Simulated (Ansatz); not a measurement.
Crystal: RbBr.

```xyz
2
Lattice="4.1261 0.0000 0.0000 0.0000 4.1261 0.0000 0.0000 0.0000 4.1261" Properties=species:S:1:pos:R:3 pbc="T T T"
Rb    0.0000    0.0000    0.0000
Br    2.0630    2.0630    2.0630
```

The cell comes from a database or a generator and needn't be the stable form of this composition.

| Item | Value |
| --- | --- |
| Program | Ansatz 0.2.0 |
| Task | relaxation of cell and atoms |
| Functional | LDA |
| Potentials or basis | all-electron LAPW, scalar-relativistic |
| Basis error allowed | 0.001 eV/atom |
| k mesh | 7 × 7 × 7 |
| Occupations | fermi-dirac, width 0.05 eV |
| Spin | no spin polarisation |

At the start: volume 35.12 Å³/atom.

Task: Where does the relaxation end?

Result: Over 6 steps the energy falls by 27.1 meV/atom and the volume is 31.22 Å³/atom (-11.1 %); space group Pm-3m (No. 221, to 0.05 Å).

Step by step:
```tsv
step	energy change (eV)	largest force (eV/Å)	volume (Å³)
1	0.0000	0.0000	70.24
2	-0.0358	0.0000	66.76
3	-0.0525	0.0000	61.21
4	-0.0542	0.0000	62.62
5	-0.0543	0.0000	62.44
6	-0.0543	0.0000	62.44
```

Final structure:
```
Rb Br
1.0
     3.96734    0.00000    0.00000
     0.00000    3.96734    0.00000
     0.00000    0.00000    3.96734
Rb Br
1 1
Cartesian
  0.0000 0.0000 0.0000
  1.9837 1.9837 1.9837
```
